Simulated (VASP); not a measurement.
**Input and output of a VASP PBE single-point calculation on SrO (strained rocksalt)**

INCAR

```
PREC = Accurate
EDIFF = 1E-7
LCHARG = .TRUE.
LWAVE = .FALSE.
NSW = 0
LREAL = .FALSE.
ISMEAR = -1
IBRION = -1
SIGMA = 0.02
GGA = PE
NELM = 120
ISIF = 2
LELF = .TRUE.
NBANDS = 15
ENCUT = 520
LASPH = .TRUE.
```

KPOINTS

```
KPOINTS created by Atomic Simulation Environment
0
Gamma
8 8 8
0 0 0
```

KPOINTS_OPT

```
special points
7
Reciprocal
0.0000000000 0.0000000000 0.0000000000 1
0.5000000000 0.0000000000 0.5000000000 1
0.6250000000 0.2500000000 0.6250000000 1
0.3750000000 0.3750000000 0.7500000000 1
0.5000000000 0.5000000000 0.5000000000 1
0.5000000000 0.2500000000 0.7500000000 1
0.0000000000 0.5000000000 0.5000000000 1
```

POSCAR

```
Sr O
 1.0000000000000000
     0.0285068023000000    2.5826002048999999    2.5826002048999999
     2.5826002048999999    0.0285068023000000    2.5826002048999999
     2.5826002048999999    2.5826002048999999    0.0285068023000000
 Sr  O
   1   1
Cartesian
  0.0000000000000000  0.0000000000000000  0.0000000000000000
  2.5968536060499994  2.5968536060499994  2.5968536060499994
```

VASP ran with the recommended PBE PAW datasets (16 valence electrons in the cell).

Command

```
mpirun -np 1 vasp_std
```

OSZICAR

```
N       E                     dE             d eps       ncg     rms          rms(c)
DAV:   1     0.690109631248E+02    0.69011E+02   -0.85003E+03  1950   0.105E+03
DAV:   2    -0.111606856310E+02   -0.80172E+02   -0.73664E+02  2706   0.221E+02
DAV:   3    -0.141823370770E+02   -0.30217E+01   -0.30068E+01  2578   0.387E+01
DAV:   4    -0.142391018553E+02   -0.56765E-01   -0.56759E-01  2400   0.515E+00
DAV:   5    -0.142405001666E+02   -0.13983E-02   -0.13983E-02  2431   0.633E-01    0.166E+01
DAV:   6    -0.121833936051E+02    0.20571E+01   -0.66445E+00  1992   0.195E+01    0.195E+01
DAV:   7    -0.120456115855E+02    0.13778E+00   -0.29251E-01  2314   0.482E+00    0.113E+01
DAV:   8    -0.120347661574E+02    0.10845E-01   -0.11786E-01  2531   0.342E+00    0.445E-01
DAV:   9    -0.120361724136E+02   -0.14063E-02   -0.56844E-03  2478   0.478E-01    0.232E-01
DAV:  10    -0.120366338091E+02   -0.46140E-03   -0.44314E-04  2104   0.196E-01    0.839E-02
DAV:  11    -0.120367741104E+02   -0.14030E-03   -0.13758E-04  2104   0.868E-02    0.269E-02
DAV:  12    -0.120367920682E+02   -0.17958E-04   -0.27253E-05  2097   0.383E-02    0.212E-02
DAV:  13    -0.120367921763E+02   -0.10807E-06   -0.13989E-06  2202   0.104E-02    0.327E-03
DAV:  14    -0.120367920676E+02    0.10864E-06   -0.12216E-07  2551   0.264E-03    0.229E-03
DAV:  15    -0.120367920636E+02    0.39786E-08   -0.77116E-09  1108   0.827E-04
   1 F= -.12036792E+02 E0= -.12036792E+02  d E =-.579216E-11
       N       E                     dE             ncg
DAV:   1     0.499800589683E+03   -0.42473E+04      210
DAV:   2     0.133464623605E+02   -0.48645E+03      294
DAV:   3    -0.645148108140E+01   -0.19798E+02      297
DAV:   4    -0.688533192741E+01   -0.43385E+00      239
DAV:   5    -0.689451209348E+01   -0.91802E-02      280
DAV:   6    -0.689483760257E+01   -0.32551E-03      231
DAV:   7    -0.689484985452E+01   -0.12252E-04      266
DAV:   8    -0.689485031938E+01   -0.46486E-06      192
DAV:   9    -0.689485033397E+01   -0.14586E-07      175
```

From OUTCAR

```
k-points           NKPTS =     65   k-points in BZ     NKDIM =     65   number of bands    NBANDS=     15

   NELECT =      16.0000    total number of electrons

   dimension x,y,z NGX =    28 NGY =   28 NGZ =   28
   dimension x,y,z NGXF=    56 NGYF=   56 NGZF=   56

  energy-cutoff  :      520.00
  volume of cell :       33.88
      direct lattice vectors                 reciprocal lattice vectors
     0.028506802  2.582600205  2.582600205    -0.196838674  0.194689685  0.194689685
     2.582600205  0.028506802  2.582600205     0.194689685 -0.196838674  0.194689685
     2.582600205  2.582600205  0.028506802     0.194689685  0.194689685 -0.196838674

 k-points in reciprocal lattice and weights: KPOINTS created by Atomic Simulation Env
   0.00000000  0.00000000  0.00000000       0.002
   0.12500000  0.00000000 -0.00000000       0.012
   0.25000000  0.00000000 -0.00000000       0.012
   0.37500000  0.00000000  0.00000000       0.012
   0.50000000  0.00000000 -0.00000000       0.006
   0.12500000  0.12500000  0.00000000       0.012
   0.25000000  0.12500000  0.00000000       0.023
   0.37500000  0.12500000  0.00000000       0.023
   ...

 E-fermi :   2.1006

 k-point     1 :       0.0000    0.0000    0.0000
  band No.  band energies     occupation
      1     -30.7012      2.00000
      2     -13.4150      2.00000
      3     -12.3416      2.00000
      4     -12.3322      2.00000
      5     -12.3322      2.00000
      6       1.6558      2.00000
      7       1.6922      2.00000
      8       1.6922      2.00000
      9       5.6820      0.00000
     10       7.7641      0.00000
     11       7.9620      0.00000
     12       7.9620      0.00000
     13      10.0737      0.00000
     14      10.0737      0.00000
     15      14.4085      0.00000

 k-point     2 :       0.1250    0.0000   -0.0000
  band No.  band energies     occupation
      1     -30.6806      2.00000
      2     -13.7811      2.00000
      3     -12.3519      2.00000
      4     -12.3462      2.00000
      5     -12.0184      2.00000
      6       1.2336      2.00000
      7       1.4555      2.00000
      8       1.4956      2.00000
      9       6.3841      0.00000
     10       7.7717      0.00000
     11       8.0992      0.00000
     12       8.2762      0.00000
     13      10.4821      0.00000
     14      10.4827      0.00000
     15      15.4286      0.00000

 k-point     3 :       0.2500    0.0000   -0.0000
  band No.  band energies     occupation
      1     -30.6305      2.00000
      2     -14.3549      2.00000
      3     -12.3798      2.00000
      4     -12.3792      2.00000
      5     -11.5689      2.00000
      6       0.4040      2.00000
      7       1.0146      2.00000
      8       1.0713      2.00000
      9       7.6963      0.00000
     10       7.9283      0.00000
     11       8.9362      0.00000
     12       9.1306      0.00000
     13      11.5013      0.00000
     14      11.5031      0.00000
     15      17.4513      0.00000

 k-point     4 :       0.3750    0.0000    0.0000
  band No.  band energies     occupation
      1     -30.5795      2.00000
      2     -14.7844      2.00000
      3     -12.4127      2.00000
      4     -12.4059      2.00000
      5     -11.2638      2.00000
      6      -0.2534      2.00000
      7       0.6295      2.00000
      8       0.6999      2.00000
      9       8.0149      0.00000
     10       9.4618      0.00000
     11       9.9671      0.00000
     12      10.1721      0.00000
     13      12.7606      0.00000
     14      12.7784      0.00000
     15      17.2656      0.00000

 k-point     5 :       0.5000    0.0000   -0.0000
  band No.  band energies     occupation
      1     -30.5581      2.00000
      2     -14.9411      2.00000
      3     -12.4262      2.00000
      4     -12.4169      2.00000
      5     -11.1585      2.00000
      6      -0.4972      2.00000
      7       0.4825      2.00000
      8       0.5580      2.00000
      9       8.2512      0.00000
     10      10.1709      0.00000
     11      10.4686      0.00000
     12      10.6750      0.00000
     13      13.6116      0.00000
     14      13.6431      0.00000
     15      16.5622      0.00000

 k-point     6 :       0.1250    0.1250    0.0000
  band No.  band energies     occupation
      1     -30.6744      2.00000
      2     -13.8176      2.00000
      3     -12.3947      2.00000
      4     -12.3864      2.00000
      5     -11.9433      2.00000
      6       0.9168      2.00000
      7       1.5974      2.00000
      8       1.6229      2.00000
      9       6.4438      0.00000
     10       7.2131      0.00000
     11       8.4944      0.00000
     12       8.6154      0.00000
     13      10.2868      0.00000
     14      10.8925      0.00000
     15      15.7053      0.00000

 k-point     7 :       0.2500    0.1250    0.0000
  band No.  band energies     occupation
      1     -30.6347      2.00000
      2     -14.1930      2.00000
      3     -12.4461      2.00000
      4     -12.4204      2.00000
      5     -11.6847      2.00000
      6       0.4209      2.00000
      7       1.2984      2.00000
      8       1.3785      2.00000
      9       6.9398      0.00000
     10       7.4728      0.00000
     11       9.2578      0.00000
     12       9.3753      0.00000
     13      10.8896      0.00000
     14      11.7423      0.00000
     15      17.4284      0.00000

 k-point     8 :       0.3750    0.1250    0.0000
  band No.  band energies     occupation
      1     -30.5842      2.00000
      2     -14.5898      2.00000
      3     -12.4763      2.00000
      4     -12.4678      2.00000
      5     -11.4544      2.00000
      6       0.0372      2.00000
      7       0.8166      2.00000
      8       0.9824      2.00000
      9       7.3308      0.00000
     10       8.7416      0.00000
     11      10.1644      0.00000
     12      10.3502      0.00000
     13      12.1316      0.00000
     14      12.6862      0.00000
     15      17.4673      0.00000

 k-point     9 :       0.5000    0.1250    0.0000
  band No.  band energies     occupation
      1     -30.5526      2.00000
      2     -14.8106      2.00000
      3     -12.5333      2.00000
      4     -12.4634      2.00000
      5     -11.3216      2.00000
      6      -0.2174      2.00000
      7       0.6254      2.00000
      8       0.6784      2.00000
      9       8.0645      0.00000
     10       9.1792      0.00000
     11      10.7275      0.00000
     12      11.1606      0.00000
     13      13.3646      0.00000
     14      13.6809      0.00000
     15      15.9156      0.00000

 k-point    10 :      -0.3750    0.1250    0.0000
  band No.  band energies     occupation
      1     -30.5591      2.00000
      2     -14.7783      2.00000
      3     -12.5677      2.00000
      4     -12.4203      2.00000
      5     -11.3152      2.00000
      6      -0.2266      2.00000
      7       0.5538      2.00000
      8       0.8420      2.00000
      9       8.0714      0.00000
     10       9.1786      0.00000
     11      10.2153      0.00000
     12      10.9260      0.00000
     13      13.1962      0.00000
     14      13.5594      0.00000
     15      16.1576      0.00000

 k-point    11 :      -0.2500    0.1250   -0.0000
  band No.  band energies     occupation
      1     -30.5997      2.00000
      2     -14.5092      2.00000
      3     -12.5408      2.00000
      4     -12.3691      2.00000
      5     -11.4569      2.00000
      6       0.0922      2.00000
      7       0.7210      2.00000
      8       1.2229      2.00000
      9       7.5690      0.00000
     10       8.4123      0.00000
     11       9.1858      0.00000
     12      10.1608      0.00000
     13      11.9971      0.00000
     14      12.3261      0.00000
     15      17.9474      0.00000

 k-point    12 :      -0.1250    0.1250    0.0000
  band No.  band energies     occupation
      1     -30.6500      2.00000
      2     -14.1079      2.00000
      3     -12.4498      2.00000
      4     -12.3400      2.00000
      5     -11.7374      2.00000
      6       0.6665      2.00000
      7       1.0864      2.00000
      8       1.5222      2.00000
      9       7.1796      0.00000
     10       7.4782      0.00000
     11       8.3816      0.00000
     12       9.1714      0.00000
     13      10.8420      0.00000
     14      11.3013      0.00000
     15      16.8089      0.00000

 k-point    13 :       0.2500    0.2500    0.0000
  band No.  band energies     occupation
      1     -30.6101      2.00000
      2     -14.1570      2.00000
      3     -12.5291      2.00000
      4     -12.5158      2.00000
      5     -11.8208      2.00000
      6       0.3330      2.00000
      7       1.5226      2.00000
      8       1.5500      2.00000
      9       6.0621      0.00000
     10       7.6801      0.00000
     11      10.1275      0.00000
     12      10.2260      0.00000
     13      10.8578      0.00000
     14      12.1284      0.00000
     15      18.6079      0.00000

 ...

  Total        0.7773098      0.7773098      0.7773098     -0.1307143     -0.1307143     -0.1307143
  in kB       36.7581571     36.7581571     36.7581571     -6.1813420     -6.1813420     -6.1813420
  external PRESSURE =      36.7581571 kB  Pullay stress =       0.0000000 kB

 POSITION                                       TOTAL-FORCE (eV/Angst)
 -----------------------------------------------------------------------------------
      0.00000      0.00000      0.00000        -0.000000     -0.000000     -0.000000
      2.59685      2.59685      2.59685         0.000000      0.000000      0.000000
 -----------------------------------------------------------------------------------
    total drift:                                0.000000      0.000000      0.000000

  FREE ENERGIE OF THE ION-ELECTRON SYSTEM (eV)
  ---------------------------------------------------
  free  energy   TOTEN  =       -12.0367920636 eV

  energy  without entropy=      -12.0367920636  energy(sigma->0) =      -12.03679206
```

- gap between bands v and c: 3.25 eV
- least direct gap: 3.33 eV
- pressure: 3.7 GPa

Band v is the last that the valence electrons fill when counted band by band, and c is the next.

The run took about 27 s on one core of a shared host (Intel Xeon Platinum 8488C) and held 0.2 GiB at most.
